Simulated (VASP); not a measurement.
# Cu (Fm-3m) in VASP: notebook

One crystal, Cu, is run at these levels: LDA; tasks: relaxation of the atoms.

Everything below comes from runs of VASP 6.6.1. Logs are shortened: lines on timing, memory, paths and dates and some standing lists are left out, and cuts for length are marked.

### 1 Starting point

Symmetry: Fm-3m, No. 225, cubic system. The conventional cell has a = 3.525 Å, b = 3.525 Å, c = 3.525 Å, α = 90.00°, β = 90.00°, γ = 90.00°. Cu (site symmetry m-3m) is surrounded by 12 Cu at 2.49 Å.

### 2 Relaxation of the atoms, LDA (a relaxed cell with its volume scaled by 0.96)

INCAR reads:

```
SYSTEM = Cu
PREC = Accurate
ENCUT = 600
EDIFF = 1E-7
ISMEAR = 1
SIGMA = 0.1
LREAL = .FALSE.
LASPH = .TRUE.
NELM = 80
ALGO = Normal
ISIF = 2
LWAVE = .FALSE.
LCHARG = .FALSE.
GGA = CA
IBRION = 2
NSW = 40
EDIFFG = -0.01
```

KPOINTS reads:

```
regular mesh
0
G
  18 18 18
  0 0 0
```

POSCAR reads:

```
Cu                                      
1.0
    0.0000000000      1.7385798957      1.7385798957
    1.7385798957      0.0000000000      1.7385798957
    1.7385798957      1.7385798957      0.0000000000
  Cu            
     1
Direct
     0.0000000000000000    0.0000000000000000    0.0000000000000000
```

Potentials or basis: VASP PAW LDA potentials, release 64 (Cu).

On the command line:

```bash
$ cat potpaw_LDA.64/Cu/POTCAR > POTCAR
$ mpirun -np 1 vasp_std > vasp.out
```

OUTCAR:

```text
SYSTEM = Cu
   PREC = Accurate
   ENCUT = 600
   EDIFF = 1E-7
   ISMEAR = 1
   LREAL = .FALSE.
   LASPH = .TRUE.
   NELM = 80
   ISIF = 2
   GGA = CA
   IBRION = 2
   NSW = 40
   EDIFFG = -0.01

 ion  position               nearest neighbor table
   1  0.000  0.000  0.000-

  LATTYP: Found a face centered cubic cell.
 ALAT       =     3.4771597914

  Lattice vectors:

 A1 = (   0.0000000000,   1.7385798957,   1.7385798957)
 A2 = (   1.7385798957,   0.0000000000,   1.7385798957)
 A3 = (   1.7385798957,   1.7385798957,   0.0000000000)

Analysis of symmetry for initial positions (statically):
=====================================================================
 Subroutine PRICEL returns:
 Original cell was already a primitive cell.

 Routine SETGRP: Setting up the symmetry group for a
 face centered cubic supercell.

 Subroutine GETGRP returns: Found 48 space group operations
 (whereof 48 operations were pure point group operations)
 out of a pool of 48 trial point group operations.

The static configuration has the point symmetry O_h .

Analysis of symmetry for dynamics (positions and initial velocities):
=====================================================================
 Subroutine PRICEL returns:
 Original cell was already a primitive cell.

 Routine SETGRP: Setting up the symmetry group for a
 face centered cubic supercell.

 Subroutine GETGRP returns: Found 48 space group operations
 (whereof 48 operations were pure point group operations)
 out of a pool of 48 trial point group operations.

The dynamic configuration has the point symmetry O_h .

 Subroutine INISYM returns: Found 48 space group operations
 (whereof 48 operations are pure point group operations),
 and found     1 'primitive' translations

----------------------------------------------------------------------------------------

                                     Primitive cell

  volume of cell :      10.5103

  direct lattice vectors                    reciprocal lattice vectors
     0.000000000  1.738579896  1.738579896    -0.287591040  0.287591040  0.287591040
     1.738579896  0.000000000  1.738579896     0.287591040 -0.287591040  0.287591040
     1.738579896  1.738579896  0.000000000     0.287591040  0.287591040 -0.287591040

  length of vectors
     2.458723268  2.458723268  2.458723268     0.498122293  0.498122293  0.498122293

  position of ions in fractional coordinates (direct lattice)
     0.000000000  0.000000000  0.000000000

  ion indices of the primitive-cell ions
   primitive index   ion index
                 1           1

----------------------------------------------------------------------------------------

 KPOINTS: regular mesh

Automatic generation of k-mesh.
 Grid dimensions read from file:
 generate k-points for:   18   18   18

 Generating k-lattice:

  Cartesian coordinates                     Fractional coordinates (reciprocal lattice)
    -0.015977280  0.015977280  0.015977280     0.055555556  0.000000000  0.000000000
     0.015977280 -0.015977280  0.015977280     0.000000000  0.055555556  0.000000000
     0.015977280  0.015977280 -0.015977280     0.000000000  0.000000000  0.055555556

  Length of vectors
     0.027673461  0.027673461  0.027673461

  Shift w.r.t. Gamma in fractional coordinates (k-lattice)
     0.000000000  0.000000000  0.000000000

 Subroutine IBZKPT returns following result:
 ===========================================

 Found    195 irreducible k-points:

 Following reciprocal coordinates:
            Coordinates               Weight
  0.000000  0.000000  0.000000      1.000000
  0.055556  0.000000  0.000000      8.000000
  0.111111  0.000000  0.000000      8.000000
  0.166667  0.000000  0.000000      8.000000
  0.222222  0.000000  0.000000      8.000000
  0.277778  0.000000  0.000000      8.000000
[... 16 lines left out ...]
 -0.277778  0.055556  0.000000     24.000000
 -0.222222  0.055556  0.000000     24.000000
 [... further k-points ...]
   k-points           NKPTS =    195   k-points in BZ     NKDIM =    195   number of bands    NBANDS=      9
   number of dos      NEDOS =    301   number of ions     NIONS =      1
   total plane-waves  NPLWV =   8000
   dimension x,y,z NGX =    20 NGY =   20 NGZ =   20
   dimension x,y,z NGXF=    40 NGYF=   40 NGZF=   40
   ions per type =               1
   NGX,Y,Z   is equivalent  to a cutoff of  13.52, 13.52, 13.52 a.u.
   NGXF,Y,Z  is equivalent  to a cutoff of  27.05, 27.05, 27.05 a.u.
 SYSTEM =  Cu
   PREC   = accura    normal or accurate (medium, high low for compatibility)
   ISTART =      0    job   : 0-new  1-cont  2-samecut
   ICHARG =      2    charge: 1-file 2-atom 10-const
   ISPIN  =      1    spin polarized calculation?
   LNONCOLLINEAR =      F non collinear calculations
   LSORBIT =      F    spin-orbit coupling
   LASPH  =      T    aspherical Exc in radial PAW
   ENCUT  =  600.0 eV  44.10 Ry    6.64 a.u.   4.91  4.91  4.91*2*pi/ulx,y,z
   NELM   =     80;   NELMIN=  2; NELMDL= -5     # of ELM steps
   EDIFF  = 0.1E-06   stopping-criterion for ELM
   LREAL  =      F    real-space projection
   EDIFFG = -.1E-01   stopping-criterion for IOM
   NSW    =     40    number of steps for IOM
   IBRION =      2    ionic relax: 0-MD 1-quasi-New 2-CG
   NFREE  =      1    steps in history (QN), initial steepest desc. (CG)
   ISIF   =      2    stress and relaxation
   ISYM   =      2    0-nonsym 1-usesym 2-fastsym
   POTIM  = 0.5000    time-step for ionic-motion
   TEBEG  =    0.0;   TEEND  =   0.0 temperature during run
   PSTRESS=    0.0 pullay stress
   NELECT =      11.0000    total number of electrons
   NUPDOWN=      -1.0000    fix difference up-down
   EMIN   =  10.00;   EMAX   =-10.00  energy-range for DOS
   EFERMI =   0.00;   METHOD = LEGACY
   ISMEAR =     1;   SIGMA  =   0.10  broadening in eV -4-tet -1-fermi 0-gaus
   EFERMI_NEDOS =   21; number of points for ismear=-14 and -15
   IALGO  =     38    algorithm
   IMIX   =      4    mixing-type and parameters
     AMIX     =   0.40;   BMIX     =  1.00
     AMIX_MAG =   1.60;   BMIX_MAG =  1.00
  volume/ion in A,a.u.               =      10.51        70.93
  Fermi-wavevector in a.u.,A,eV,Ry     =   1.662141  3.140990 37.588967  2.762711
  Thomas-Fermi vector in A             =   2.749082
   LORBIT       =      0    0 simple, 1 ext, 2 COOP (PROOUT), +10 PAW based schemes
   GGA     = CA    functional components
   LHFCALC =     F    Hartree Fock is set to
   AEXX    =    0.0000 exact exchange contribution
   IVDW    =     0    specifies the selected vdW correction
   LEPSILON=     F    determine dielectric tensor
   LRPA    =     F    only Hartree local field effects (RPA)
 conjugate gradient relaxation of ions
 non-spin polarized calculation
 Methfessel and Paxton  Order N= 1 SIGMA  =   0.10
  energy-cutoff  :      600.00
  volume of cell :       10.51
 maximum number of plane-waves:       361
   NGX =  9   NGY =  9   NGZ =  9

 number of electron      10.9999987 magnetization

 Free energy of the ion-electron system (eV)
  ---------------------------------------------------
  ext. energy  EPLUGINS =         0.00000000
  ---------------------------------------------------
  free energy    TOTEN  =        -4.69651746 eV

  energy without entropy =       -4.69656961  energy(sigma->0) =       -4.69653484

 E-fermi :   8.8557     XC(G=0): -13.7983

 val. band max:        8.8445599813   @ k =  -0.4444   0.1111   0.0556
 cond. band min:       8.8737804473   @ k =   0.5000   0.3333   0.1667
 fundamental gap:      0.0292204660
 Fermi energy:         8.8556652549

 k-point     1 :       0.0000    0.0000    0.0000
  band No.  band energies     occupation
      1      -1.3775      2.00000
      2       5.4404      2.00000
      3       5.4404      2.00000
      4       5.4404      2.00000
      5       6.4440      2.00000
      6       6.4440      2.00000
      7      32.4868      0.00000
      8      35.9024      0.00000
      9      35.9024      0.00000

 k-point     2 :       0.0556    0.0000    0.0000
  band No.  band energies     occupation
      1      -1.2550      2.00000
      2       5.4111      2.00000
      3       5.4661      2.00000
      4       5.4661      2.00000
      5       6.4334      2.00000
      6       6.4334      2.00000
      7      31.9672      0.00000
      8      34.3553      0.00000
      9      35.5410      0.00000

 k-point     3 :       0.1111    0.0000    0.0000
  band No.  band energies     occupation
      1      -0.8925      2.00000
      2       5.3316      2.00000
      3       5.5327      2.00000
      4       5.5327      2.00000
      5       6.4115      2.00000
      6       6.4115      2.00000
      7      29.7170      0.00000
      8      33.4670      0.00000
      9      34.8690      0.00000

 k-point     4 :       0.1667    0.0000    0.0000
  band No.  band energies     occupation
      1      -0.3058      2.00000
      2       5.2272      2.00000
      3       5.6068      2.00000
      4       5.6068      2.00000
      5       6.4101      2.00000
      6       6.4101      2.00000
      7      26.7574      0.00000
      8      33.1412      0.00000
      9      34.2234      0.00000
[... 205 lines left out ...]
 k-point    22 :      -0.3333    0.0556    0.0000
  band No.  band energies     occupation
      1       2.5057      2.00000
      2       5.4791      2.00000
      3       5.4931      2.00000
      4       5.5486      2.00000
      5       6.7536      2.00000
      6       7.1129      2.00000
      7      17.5444      0.00000
      8      29.7585      0.00000
      9      32.5836      0.00000

 k-point    23 :      -0.2778    0.0556    0.0000
  band No.  band energies     occupation
      1       1.7444      2.00000
      2       5.1476      2.00000
      3       5.5699      2.00000
      4       5.6236      2.00000
      5       6.5497      2.00000
      6       6.8712      2.00000
      7      20.1181      0.00000
      8      29.9247      0.00000
      9      33.2457      0.00000

 k-point    24 :      -0.2222    0.0556    0.0000
  band No.  band energies     occupation
      1       0.8562      2.00000
      2       5.0865      2.00000
      3       5.6297      2.00000
      4       5.6762      2.00000
      5       6.3798      2.00000
      6       6.6749      2.00000
      7      22.9054      0.00000
      8      30.2506      0.00000
      9      33.9458      0.00000

 [... further k-points ...]
[... 5 lines left out ...]
  --------------------------------------------------------------------------------------
  -------------------------------------------------------------------------------------
  Total        0.5414171      0.5414171      0.5414171     -0.0000000      0.0000000      0.0000000
  in kB       82.5331885     82.5331885     82.5331885     -0.0000000      0.0000000      0.0000000
  external PRESSURE =      82.5331885 kB  Pullay stress =       0.0000000 kB

 VOLUME and BASIS-vectors are now :
 -----------------------------------------------------------------------------
  energy-cutoff  :      600.00
  volume of cell :       10.51
      direct lattice vectors                 reciprocal lattice vectors
     0.000000000  1.738579896  1.738579896    -0.287591040  0.287591040  0.287591040
     1.738579896  0.000000000  1.738579896     0.287591040 -0.287591040  0.287591040
     1.738579896  1.738579896  0.000000000     0.287591040  0.287591040 -0.287591040

 POSITION                                       TOTAL-FORCE (eV/Angst)
 -----------------------------------------------------------------------------------
      0.00000      0.00000      0.00000        -0.000000      0.000000      0.000000
 -----------------------------------------------------------------------------------
    total drift:                                0.000000      0.000000      0.000000

  FREE ENERGIE OF THE ION-ELECTRON SYSTEM (eV)
  ---------------------------------------------------
  free  energy   TOTEN  =        -4.6965174609 eV

  energy  without entropy=       -4.6965696113  energy(sigma->0) =       -4.69653484

 reached required accuracy - stopping structural energy minimisation
```

It took 32 s on 1 thread of Intel Xeon Platinum 8259CL at 2.50GHz (Skylake/Cascade Lake), shared host; peak memory 0.14 GiB.

Results:

* Free energy: -4.6965 eV
* Pressure after relaxing: 8.3 GPa
* Band gap on the k mesh: none (metal or under the smearing width)

Final structure:
```yaml
crystal:
  lattice:
    - [0.00000, 1.73858, 1.73858]
    - [1.73858, 0.00000, 1.73858]
    - [1.73858, 1.73858, 0.00000]
  atoms:
    - { symbol: Cu, position: [0.00000, 0.00000, 0.00000] }
```

Caveat: the relaxation stopped at its first step, so nothing moved.

### 3 Relaxation of the atoms, LDA (a relaxed cell with its volume scaled by 0.98)

INCAR is that of step 2.

KPOINTS is that of step 2.

POSCAR reads:

```
Cu                                      
1.0
    0.0000000000      1.7505704808      1.7505704808
    1.7505704808      0.0000000000      1.7505704808
    1.7505704808      1.7505704808      0.0000000000
  Cu            
     1
Direct
     0.0000000000000000    0.0000000000000000    0.0000000000000000
```

Potentials or basis: VASP PAW LDA potentials, release 64 (Cu).

On the command line:

```bash
$ cat potpaw_LDA.64/Cu/POTCAR > POTCAR
$ mpirun -np 1 vasp_std > vasp.out
```

Run time: 18 s. Hardware: 1 thread of Intel Xeon Platinum 8259CL at 2.50GHz (Skylake/Cascade Lake), shared host; peak memory 0.13 GiB.

Results (log left out):

```
Free energy             : -4.7048 eV
Pressure after relaxing : 3.9 GPa
Band gap on the k mesh  : none (metal or under the smearing width)
```

Final structure:
```cif
data_structure
_symmetry_space_group_name_H-M 'P 1'
_symmetry_Int_Tables_number 1
_cell_length_a 2.4757
_cell_length_b 2.4757
_cell_length_c 2.4757
_cell_angle_alpha 60.000
_cell_angle_beta 60.000
_cell_angle_gamma 60.000
_cell_volume 10.73
loop_
_atom_site_label
_atom_site_type_symbol
_atom_site_fract_x
_atom_site_fract_y
_atom_site_fract_z
_atom_site_occupancy
Cu1 Cu 0.00000 0.00000 0.00000 1
```

Levels at points of the mesh, in eV from the Fermi level:
| k point | band 4 | band 5 | band 6 | band 7 | band 8 | band 9 |
| --- | --- | --- | --- | --- | --- | --- |
| (0.00, 0.00, 0.00) | -3.34 | -2.37 | -2.37 | 23.47 | 26.72 | 26.72 |
| (0.50, 0.00, 0.00) | -1.71 | -1.71 | -1.23 | 4.28 | 21.94 | 23.48 |
| (0.50, 0.50, 0.00) | -1.55 | -1.55 | 1.45 | 7.85 | 13.80 | 13.80 |

Caveat: the relaxation stopped at its first step, so nothing moved.

### 4 Relaxation of the atoms, LDA

INCAR is that of step 3.

KPOINTS is that of step 3.

POSCAR reads:

```
Cu                                      
1.0
    0.0000000000      1.7623990185      1.7623990185
    1.7623990185      0.0000000000      1.7623990185
    1.7623990185      1.7623990185      0.0000000000
  Cu            
     1
Direct
     0.0000000000000000    0.0000000000000000    0.0000000000000000
```

On the command line:

```bash
$ cat potpaw_LDA.64/Cu/POTCAR > POTCAR
$ mpirun -np 1 vasp_std > vasp.out
```

Run time: 22 s. Hardware: 1 thread of Intel Xeon Platinum 8259CL at 2.50GHz (Skylake/Cascade Lake), shared host; peak memory 0.14 GiB.

Results (log left out):

```
Free energy             : -4.7075 eV
Pressure after relaxing : 0.0 GPa
Band gap on the k mesh  : none (metal or under the smearing width)
```

Final structure:
```cif
data_structure
_symmetry_space_group_name_H-M 'P 1'
_symmetry_Int_Tables_number 1
_cell_length_a 2.4924
_cell_length_b 2.4924
_cell_length_c 2.4924
_cell_angle_alpha 60.000
_cell_angle_beta 60.000
_cell_angle_gamma 60.000
_cell_volume 10.95
loop_
_atom_site_label
_atom_site_type_symbol
_atom_site_fract_x
_atom_site_fract_y
_atom_site_fract_z
_atom_site_occupancy
Cu1 Cu 0.00000 0.00000 0.00000 1
```

Levels at points of the mesh, in eV from the Fermi level:
| k point | band 2 | band 3 | band 4 | band 5 | band 6 | band 7 | band 8 | band 9 |
| --- | --- | --- | --- | --- | --- | --- | --- | --- |
| (0.00, 0.00, 0.00) | -3.27 | -3.27 | -3.27 | -2.33 | -2.33 | 23.31 | 26.39 | 26.39 |
| (0.50, 0.00, 0.00) | -3.31 | -3.31 | -1.69 | -1.69 | -1.17 | 4.16 | 21.80 | 23.15 |
| (0.50, 0.50, 0.00) | -4.84 | -1.71 | -1.54 | -1.54 | 1.47 | 7.70 | 13.64 | 13.64 |

Caveat: the relaxation stopped at its first step, so nothing moved.

### 5 Summary

```csv
cell,gap on the mesh (eV),pressure (GPa)
atoms relaxed from: a relaxed cell with its volume scaled by 0.96,none,8.3
atoms relaxed from: a relaxed cell with its volume scaled by 0.98,none,3.9
atoms relaxed,none,0.0
```

Alike in all rows: task relaxation of the atoms; level LDA; potentials or basis VASP PAW LDA potentials, release 64 (Cu); no spin polarisation; k mesh 18 × 18 × 18; cutoff (eV) 600; smearing methfessel-paxton 0.1 eV.

Caveats: the relaxation stopped at its first step, so nothing moved.

Absolute energies hang on the potentials; compare differences alone.
